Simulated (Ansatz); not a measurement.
# LiCl in Ansatz: the effect of functional

Crystal: LiCl.

```
Cl Li
1.0
     0.00000    2.56477    2.56477
     2.56477    0.00000    2.56477
     2.56477    2.56477    0.00000
Cl Li
1 1
Direct
  0.50000 0.50000 0.50000
  0.00000 0.00000 0.00000
```

Alike in all runs:

| Item | Value |
| --- | --- |
| Program | Ansatz 0.2.0 |
| Task | single point |
| Potentials or basis | all-electron PAW datasets made for the crystal |
| k mesh | 6 × 6 × 6 |
| Occupations | fermi-dirac, width 0.05 eV |
| Spin | no spin polarisation |

```csv
functional,cutoff,gap on the mesh (eV),pressure (GPa)
PBEsol,200 eV (chosen from the basis error),6.13,-1.3
HSE06,220 eV (chosen from the basis error),7.72,-0.3
PBE0,220 eV (chosen from the basis error),?,?
```

Question: What does the run with functional PBE0 give?

Answer: gap on the mesh 8.44 eV; pressure -0.4 GPa.

A k mesh can miss the band edges.

The runs don't all hold the same shells in valence.
